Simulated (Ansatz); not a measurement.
A distorted cell of InN (zinc blende):

```
InN
1.0
    0.00000     2.49330     2.49330
    2.49330     0.00000     2.49330
    2.49330     2.49330     0.00000
N In
1 1
Direct
  0.75000   0.75000   0.75000
  0.92781   0.92781   0.12324
```

All values below come from PBEsol (plane waves to 420 eV, PAW, scalar-relativistic; Ansatz, a first-principles code). k mesh 9×9×9 (Γ-centred), Fermi-Dirac smearing 0.05 eV. Energies are smeared free energies. Compression counts positive. With partly filled bands, energies and forces of such displacements shift with the k mesh and the smearing. At this level the bands of InN touch or barely overlap; measurements give the solid a gap. InN was relaxed with its symmetry unable to fall.

What forces act on the atoms (eV/Å, Cartesian)?


```tsv
atom	Fx	Fy	Fz
N1	4.129	4.129	-4.187
In2	-4.129	-4.129	4.187
```

Give the stress tensor in GPa and the pressure.


```
   17.7     24.4    -16.6
   24.4     17.7    -16.6
  -16.6    -16.6      5.5
```
The pressure, a third of the trace, is 13.6 GPa.

In it atom 2 sits (0.127, 0.127, -0.360) Å away from its relaxed site. What is its energy relative to the relaxed cell?

1073 meV/cell.

(A displaced cell: forces are minus the slopes of the energy, force constants its curvatures, and phonons follow from these.)
